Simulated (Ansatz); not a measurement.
Calculation for Si (bcc type): DFT, PBE, norm-conserving pseudopotentials, Ansatz's default files, scalar-relativistic (Ansatz 0.2.0). This run: the series' base cell.

The cell comes from a relaxation on PAW files under the same functional, begun from a prototype that needn't be the stable phase.

Command: `ansatz run input.yaml --threads 1 --pin off --max-ram 2048MiB --backend cpu --events-out ev --progress --plain --runs-dir out` It took 0.86 s on 1 thread of Intel(R) Xeon(R) 6975P-C (Granite Rapids), on a shared host, peak memory 0.26 GiB.

```yaml
crystal:
  lattice:
    - [-1.5411780048, 1.5411780048, 1.5411780048]
    - [1.5411780048, -1.5411780048, 1.5411780048]
    - [1.5411780048, 1.5411780048, -1.5411780048]
  atoms:
    - { symbol: Si, position: [0.0, 0.0, 0.0] }
kpoints:
  mp_grid: { grid: [17, 17, 17] }
scf:
  occupations: { method: fermi_dirac, width: 0.05 }
hamiltonian:
  xc: pbe
  pseudopotentials: { kind: nc }
output:
  forces: true
  stress: true
  eigenvalues: true
```

Output:

```
Engine: ansatz 0.2.0
Pseudopotentials: kind: nc
Pseudopotential: Si, nc, valence charge 4, recommended cutoff 489.804952 eV (normal), Si.nc.azcp
Functional definition: PBE
  parameter kappa = 0.804
  parameter beta = 0.06672455060314922
  exchange = pbe_x(kappa = kappa, mu = beta*pi^2/3)
  correlation = pbe_c(beta = beta)
Crystal: 1 atoms, lattice volume = 14.643 Å³
Basis set: ecut = 489.804952 eV, 369 PW (Γ), exchange–correlation on 40×40×40 points (8 copies of the dense FFT grid, shifted against one another)
Bands: 6, of which v1, the nominal top of the filled ones, is band 2 counted from 1 (1 counted from 0)
Symmetry: 48 space group operations
Space group: Im-3m (ITA 229), of the structure as read, at distance tolerance 2.4e-5 Å
k-points: 165 of 4913
Non-local potential: Si, projectors of the file, l = 0: 2, l = 1: 2, l = 2: 2
Initial density: superposition of atomic densities (chi_scale 0.1, normalization cell)
Initial wavefunctions: pseudopotential atomic-orbital guess
Functional: x = pbe(κ = 0.804, μ = 0.2195149727645171), c = pbe(β = 0.06672455060314922)
SCF iter   1: F=—  HF=-114.622120 eV  |F-HF|=—  |Δ(HF+E_count)|=         —  Δρ=1.95e-2  dr2=4.78e-2  ethr=3.10e-3  ⟨swp⟩=6.1  Hψ=10113  notcnv=0
preconditioner: auto → none  [metal: Δε(μ)=0.009 eV  Ē_g=13.671 eV  σ=0.050 eV  W_gap=0.04  n_scr=0 (ndim 8)  ℏωp=19.4 eV  f_vac=0.000  D(μ)=0.46/eV (n_scr^D=0)]
SCF iter   2: F=—  HF=-114.609028 eV  |F-HF|=—  |Δ(HF+E_count)|=   1.31e-2  Δρ=8.99e-3  dr2=9.76e-3  ethr=1.19e-3  ⟨swp⟩=1.1  Hψ=2338  notcnv=0  defer=1
SCF iter   3: F=—  HF=-114.606029 eV  |F-HF|=—  |Δ(HF+E_count)|=   3.00e-3  Δρ=4.72e-4  dr2=2.20e-5  ethr=2.44e-4  ⟨swp⟩=3.0  Hψ=1888  notcnv=0  defer=37
SCF iter   4: F=—  HF=-114.606031 eV  |F-HF|=—  |Δ(HF+E_count)|=   1.53e-6  Δρ=8.96e-5  dr2=1.17e-6  ethr=5.51e-7  ⟨swp⟩=1.5  Hψ=1086  notcnv=0  defer=37
SCF iter   5: F=-114.606030 eV  HF=-114.606030 eV  |F-HF|=4.20e-9  |Δ(HF+E_count)|=   4.23e-7  Δρ=9.89e-6  dr2=1.29e-8  ethr=2.50e-9  ⟨swp⟩=5.8  Hψ=5289  notcnv=0
SCF 1 converged in 5 iterations: F = -114.606030 eV  dr2 = 1.29e-8
SCF converged after 5 iterations
Free energy (F): -114.606030 eV
Harris-Foulkes:  -114.606030 eV  (|F-HF|=4.20e-9)
Internal energy: -114.602372 eV  (E = F + TS)
E sigma→0 (E₀):  -114.604201 eV
Entropy (-TS):   -0.003659 eV (-3.659 meV/atom)
Fermi energy:    10.408038 eV
--- Per-component energies (eV) ---
  E_band       = 19.651237
  E_kinetic    = 42.115813
  E_local      = 0.370602  (includes V_loc(G=0)·N_el)
  E_nonlocal   = 20.927377
  E_hartree    = 0.407114
  E_xc         = -42.413885
  E_vxc        = -44.576905  (∫ρ·V_xc dr)
  E_ewald      = -136.009394
  E_smearing   = -0.003659  (= −TS)
  E_closure    = -0.000000  (closes the sum)
  Σ components = -114.606030   (vs F -114.606030, Δ=0.00e0)
--- Forces (eV/Å), atoms counted from 1 ---
  atom   1  Si    -0.00000000     0.00000000    -0.00000000
  max |Σ_I F_I| component: 1.03e-32 eV/Å
--- Stress (GPa, compression-positive) ---
       -0.002509      -0.000000       0.000000
       -0.000000      -0.002509      -0.000000
        0.000000       0.000000      -0.002509
  P = ⅓ Tr σ = -0.0025 GPa (-0.025 kbar)
--- Band table (eV; the first three rows and the last of 165) ---
  k-point 0: bands = ["-3.7565", "21.8363", "21.8363", "21.8363", "22.9696", "22.9696"]
  k-point 1: bands = ["-3.6507", "20.4996", "20.8706", "21.6862", "22.6174", "23.6552"]
  k-point 2: bands = ["-3.3333", "18.2682", "19.6681", "21.2700", "21.8036", "23.6913"]
  k-point 164: bands = ["9.1190", "10.0126", "10.0126", "11.8711", "12.8789", "13.5215"]
```

Next run (volume at 0.85 of the series' base cell), as changes to the input before:

```diff
   lattice:
-    - [-1.5411780048, 1.5411780048, 1.5411780048]
-    - [1.5411780048, -1.5411780048, 1.5411780048]
-    - [1.5411780048, 1.5411780048, -1.5411780048]
+    - [-1.4599089718, 1.4599089718, 1.4599089718]
+    - [1.4599089718, -1.4599089718, 1.4599089718]
+    - [1.4599089718, 1.4599089718, -1.4599089718]
   atoms:
```

Results part of the output:

```
SCF 1 converged in 5 iterations: F = -114.478432 eV  dr2 = 1.28e-9
SCF converged after 5 iterations
Free energy (F): -114.478432 eV
Harris-Foulkes:  -114.478432 eV  (|F-HF|=5.90e-12)
Internal energy: -114.474969 eV  (E = F + TS)
E sigma→0 (E₀):  -114.476700 eV
Entropy (-TS):   -0.003463 eV (-3.463 meV/atom)
Fermi energy:    12.770814 eV
--- Per-component energies (eV) ---
  E_band       = 26.692295
  E_kinetic    = 45.933577
  E_local      = 5.735347  (includes V_loc(G=0)·N_el)
  E_nonlocal   = 21.221413
  E_hartree    = 0.219872
  E_xc         = -44.004522
  E_vxc        = -46.637802  (∫ρ·V_xc dr)
  E_ewald      = -143.580655
  E_smearing   = -0.003463  (= −TS)
  E_closure    = -0.000000  (closes the sum)
  Σ components = -114.478432   (vs F -114.478432, Δ=0.00e0)
--- Forces (eV/Å), atoms counted from 1 ---
  atom   1  Si    -0.00000000    -0.00000000     0.00000000
  max |Σ_I F_I| component: 3.72e-33 eV/Å
--- Stress (GPa, compression-positive) ---
       21.481395       0.000000       0.000000
       -0.000000      21.481395      -0.000000
        0.000000      -0.000000      21.481395
  P = ⅓ Tr σ = 21.4814 GPa (214.814 kbar)
--- Band table (eV; the first three rows and the last of 165) ---
  k-point 0: bands = ["-2.9689", "26.0799", "26.0799", "26.0799", "26.4690", "26.4690"]
  k-point 1: bands = ["-2.8508", "24.2345", "24.7176", "25.6719", "26.2164", "27.5735"]
  k-point 2: bands = ["-2.4967", "21.6337", "23.3725", "24.7387", "25.5585", "27.5252"]
  k-point 164: bands = ["11.3453", "12.3317", "12.3317", "14.6525", "15.1826", "16.2823"]
```

Next run (volume at 0.75 of the series' base cell), as changes to the input before:

```diff
   lattice:
-    - [-1.4599089718, 1.4599089718, 1.4599089718]
-    - [1.4599089718, -1.4599089718, 1.4599089718]
-    - [1.4599089718, 1.4599089718, -1.4599089718]
+    - [-1.4002531449, 1.4002531449, 1.4002531449]
+    - [1.4002531449, -1.4002531449, 1.4002531449]
+    - [1.4002531449, 1.4002531449, -1.4002531449]
   atoms:
```

Results part of the output:

```
SCF 1 converged in 5 iterations: F = -114.165782 eV  dr2 = 4.37e-10
SCF converged after 5 iterations
Free energy (F): -114.165782 eV
Harris-Foulkes:  -114.165782 eV  (|F-HF|=2.35e-10)
Internal energy: -114.162786 eV  (E = F + TS)
E sigma→0 (E₀):  -114.164284 eV
Entropy (-TS):   -0.002996 eV (-2.996 meV/atom)
Fermi energy:    14.819332 eV
--- Per-component energies (eV) ---
  E_band       = 32.683421
  E_kinetic    = 49.463341
  E_local      = 9.657487  (includes V_loc(G=0)·N_el)
  E_nonlocal   = 21.607073
  E_hartree    = 0.169038
  E_xc         = -45.362017
  E_vxc        = -48.382557  (∫ρ·V_xc dr)
  E_ewald      = -149.697708
  E_smearing   = -0.002996  (= −TS)
  E_closure    = -0.000000  (closes the sum)
  Σ components = -114.165782   (vs F -114.165782, Δ=0.00e0)
--- Forces (eV/Å), atoms counted from 1 ---
  atom   1  Si     0.00000000    -0.00000000     0.00000000
  max |Σ_I F_I| component: 8.63e-32 eV/Å
--- Stress (GPa, compression-positive) ---
       49.405302      -0.000000      -0.000000
        0.000000      49.405302      -0.000000
        0.000000       0.000000      49.405302
  P = ⅓ Tr σ = 49.4053 GPa (494.053 kbar)
--- Band table (eV; the first three rows and the last of 165) ---
  k-point 0: bands = ["-2.2685", "28.7347", "28.7347", "28.7347", "30.5148", "30.5148"]
  k-point 1: bands = ["-2.1402", "27.1831", "27.7736", "28.2767", "30.0999", "31.2346"]
  k-point 2: bands = ["-1.7560", "24.3827", "26.4504", "27.2392", "29.1495", "30.7695"]
  k-point 164: bands = ["13.1897", "14.3513", "14.3513", "16.1589", "17.0321", "19.8091"]
```

Next run (volume at 0.65 of the series' base cell), as changes to the input before:

```diff
   lattice:
-    - [-1.4002531449, 1.4002531449, 1.4002531449]
-    - [1.4002531449, -1.4002531449, 1.4002531449]
-    - [1.4002531449, 1.4002531449, -1.4002531449]
+    - [-1.3350286561, 1.3350286561, 1.3350286561]
+    - [1.3350286561, -1.3350286561, 1.3350286561]
+    - [1.3350286561, 1.3350286561, -1.3350286561]
   atoms:
```

Command: `ansatz run input.yaml --threads 1 --pin off --max-ram 2048MiB --backend cpu --events-out ev --progress --plain --runs-dir out` It took 0.73 s on 1 thread of Intel(R) Xeon(R) 6975P-C (Granite Rapids) (shared host), peak memory 0.25 GiB.

Results part of the output:

```
SCF 1 converged in 5 iterations: F = -113.509456 eV  dr2 = 7.12e-10
SCF converged after 5 iterations
Free energy (F): -113.509456 eV
Harris-Foulkes:  -113.509456 eV  (|F-HF|=4.11e-10)
Internal energy: -113.506926 eV  (E = F + TS)
E sigma→0 (E₀):  -113.508191 eV
Entropy (-TS):   -0.002530 eV (-2.530 meV/atom)
Fermi energy:    17.405423 eV
--- Per-component energies (eV) ---
  E_band       = 40.211989
  E_kinetic    = 54.187002
  E_local      = 13.930260  (includes V_loc(G=0)·N_el)
  E_nonlocal   = 22.247432
  E_hartree    = 0.193873
  E_xc         = -47.054117
  E_vxc        = -50.540448  (∫ρ·V_xc dr)
  E_ewald      = -157.011376
  E_smearing   = -0.002530  (= −TS)
  E_closure    = -0.000000  (closes the sum)
  Σ components = -113.509456   (vs F -113.509456, Δ=0.00e0)
--- Forces (eV/Å), atoms counted from 1 ---
  atom   1  Si     0.00000000    -0.00000000    -0.00000000
  max |Σ_I F_I| component: 1.29e-31 eV/Å
--- Stress (GPa, compression-positive) ---
       98.951741      -0.000000      -0.000000
       -0.000000      98.951741       0.000000
       -0.000000      -0.000000      98.951741
  P = ⅓ Tr σ = 98.9517 GPa (989.517 kbar)
--- Band table (eV; the first three rows and the last of 165) ---
  k-point 0: bands = ["-1.3459", "32.0561", "32.0561", "32.0561", "35.7009", "35.7009"]
  k-point 1: bands = ["-1.2052", "30.6867", "31.3999", "31.5371", "34.8413", "35.6156"]
  k-point 2: bands = ["-0.7841", "27.7154", "30.2164", "30.3709", "33.4705", "34.6054"]
  k-point 164: bands = ["15.4620", "16.9408", "16.9408", "18.0421", "19.2890", "24.5203"]
```

Next run (volume at 0.45 of the series' base cell), as changes to the input before:

```diff
   lattice:
-    - [-1.3350286561, 1.3350286561, 1.3350286561]
-    - [1.3350286561, -1.3350286561, 1.3350286561]
-    - [1.3350286561, 1.3350286561, -1.3350286561]
+    - [-1.1810192421, 1.1810192421, 1.1810192421]
+    - [1.1810192421, -1.1810192421, 1.1810192421]
+    - [1.1810192421, 1.1810192421, -1.1810192421]
   atoms:
```

Results part of the output:

```
SCF 1 converged in 5 iterations: F = -109.671109 eV  dr2 = 5.51e-10
SCF converged after 5 iterations
Free energy (F): -109.671109 eV
Harris-Foulkes:  -109.671109 eV  (|F-HF|=4.74e-10)
Internal energy: -109.668380 eV  (E = F + TS)
E sigma→0 (E₀):  -109.669744 eV
Entropy (-TS):   -0.002729 eV (-2.729 meV/atom)
Fermi energy:    25.365416 eV
--- Per-component energies (eV) ---
  E_band       = 63.602348
  E_kinetic    = 70.009732
  E_local      = 23.755621  (includes V_loc(G=0)·N_el)
  E_nonlocal   = 25.598657
  E_hartree    = 0.544227
  E_xc         = -52.090359
  E_vxc        = -56.850105  (∫ρ·V_xc dr)
  E_ewald      = -177.486258
  E_smearing   = -0.002729  (= −TS)
  E_closure    = -0.000000  (closes the sum)
  Σ components = -109.671109   (vs F -109.671109, Δ=0.00e0)
--- Forces (eV/Å), atoms counted from 1 ---
  atom   1  Si    -0.00000000     0.00000000     0.00000000
  max |Σ_I F_I| component: 9.50e-33 eV/Å
--- Stress (GPa, compression-positive) ---
      388.481070      -0.000000      -0.000000
        0.000000     388.481070       0.000000
       -0.000000       0.000000     388.481070
  P = ⅓ Tr σ = 388.4811 GPa (3884.811 kbar)
--- Band table (eV; the first three rows and the last of 165) ---
  k-point 0: bands = ["1.8334", "42.2042", "42.2042", "42.2042", "47.9856", "47.9856"]
  k-point 1: bands = ["2.0106", "40.8991", "41.4921", "41.9413", "46.4862", "46.9975"]
  k-point 2: bands = ["2.5402", "37.4594", "39.9227", "41.2861", "45.3099", "45.6184"]
  k-point 164: bands = ["22.0819", "23.7567", "25.2529", "25.2529", "26.7496", "39.8734"]
```

Next run (volume at 0.4 of the series' base cell), as changes to the input before:

```diff
   lattice:
-    - [-1.1810192421, 1.1810192421, 1.1810192421]
-    - [1.1810192421, -1.1810192421, 1.1810192421]
-    - [1.1810192421, 1.1810192421, -1.1810192421]
+    - [-1.135549663, 1.135549663, 1.135549663]
+    - [1.135549663, -1.135549663, 1.135549663]
+    - [1.135549663, 1.135549663, -1.135549663]
   atoms:
```

Results part of the output:

```
SCF 1 converged in 5 iterations: F = -107.526969 eV  dr2 = 6.54e-10
SCF converged after 5 iterations
Free energy (F): -107.526969 eV
Harris-Foulkes:  -107.526969 eV  (|F-HF|=5.79e-10)
Internal energy: -107.524709 eV  (E = F + TS)
E sigma→0 (E₀):  -107.525839 eV
Entropy (-TS):   -0.002260 eV (-2.260 meV/atom)
Fermi energy:    28.408902 eV
--- Per-component energies (eV) ---
  E_band       = 72.602083
  E_kinetic    = 76.351996
  E_local      = 26.646690  (includes V_loc(G=0)·N_el)
  E_nonlocal   = 27.263403
  E_hartree    = 0.716755
  E_xc         = -53.910407
  E_vxc        = -59.093510  (∫ρ·V_xc dr)
  E_ewald      = -184.593147
  E_smearing   = -0.002260  (= −TS)
  E_closure    = 0.000000  (closes the sum)
  Σ components = -107.526969   (vs F -107.526969, Δ=0.00e0)
--- Forces (eV/Å), atoms counted from 1 ---
  atom   1  Si     0.00000000     0.00000000     0.00000000
  max |Σ_I F_I| component: 1.03e-33 eV/Å
--- Stress (GPa, compression-positive) ---
      561.765217      -0.000000       0.000000
       -0.000000     561.765217      -0.000000
        0.000000       0.000000     561.765217
  P = ⅓ Tr σ = 561.7652 GPa (5617.652 kbar)
--- Band table (eV; the first three rows and the last of 165) ---
  k-point 0: bands = ["3.1846", "46.0071", "46.0071", "46.0071", "52.1833", "52.1833"]
  k-point 1: bands = ["3.3751", "44.6618", "45.2180", "45.8199", "50.5421", "51.1945"]
  k-point 2: bands = ["3.9442", "41.0260", "43.4982", "45.3391", "49.4821", "49.6816"]
  k-point 164: bands = ["24.4322", "25.8867", "28.5236", "28.5236", "29.8089", "45.9294"]
```

The norm-conserving files are those that the library serves for this functional.
